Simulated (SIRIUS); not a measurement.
Zn:

```
CELL_PARAMETERS angstrom
-1.56904 1.56904 1.56904
1.56904 -1.56904 1.56904
1.56904 1.56904 -1.56904
ATOMIC_POSITIONS crystal
Zn 0.00000 0.00000 0.00000
```

This isn't the form of Zn at room conditions, which is hcp.

* Program: SIRIUS 7.12.0
* Task: single point
* Functional: PBE
* Potentials or basis: all-electron FP-LAPW
* Cutoff: 167 eV
* Basis: apw+lo standard
* k mesh: 12 × 12 × 12
* Occupations: fermi-dirac, width 0.05 eV
* Spin: no spin polarisation

On this cell: band gap on the k mesh none (metal or under the smearing width).

The same run follows on a disturbed copy (cell strained at random):

```
Zn
1.0
    -1.52714    1.56173    1.52690
     1.48647   -1.65878    1.58329
     1.56585    1.69749   -1.62395
Zn
1
Direct
  0.01976 0.99531 0.01093
```

Question: What changes?

Answer: The energy (extrapolated to zero smearing) moves by -7.7 meV/atom; band gap on the k mesh none (metal or under the smearing width).

The energy falls, though the first cell shows no forces: that form is unstable against this distortion, unless noise or another electronic state is at work.
